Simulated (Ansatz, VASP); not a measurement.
**Two plane-wave programs on AlN**

```
Al N
1.0
     3.10941    0.00000    0.00000
    -1.55471    2.69283    0.00000
     0.00000    0.00000    4.97853
Al N
2 2
Cartesian
  0.0000 1.7952 -0.0047
  1.5547 0.8976 2.4846
  0.0000 1.7952 1.8965
  1.5547 0.8976 4.3858
```

Alike in both runs: functional PBE; dispersion D3(BJ); k mesh 9 × 9 × 6; occupations gaussian, width 0.02 eV; no spin polarisation.

Ansatz relaxed the structure, and its values are those at the end. VASP's run is a single point on that final structure, the one shown.

```csv
,VASP,Ansatz
version,VASP 6.6.1,Ansatz 0.2.0
potentials or method,"VASP PAW PBE potentials, release 64 (Al, N)","scalar-relativistic, plane waves, PAW"
plane-wave cutoff (eV),520,420
valence electrons in the cell,16,16
```

```tsv
	VASP	Ansatz	Ansatz less VASP
gap on the k mesh at the Fermi level (eV)	4.22	4.21	-0.011
least direct gap on the mesh (eV)	4.22	4.21	-0.011
pressure (GPa)	-0.3	0.0	+0.26
```

Caveats: an odd mesh through Γ misses points on the zone boundary, where band edges often lie.
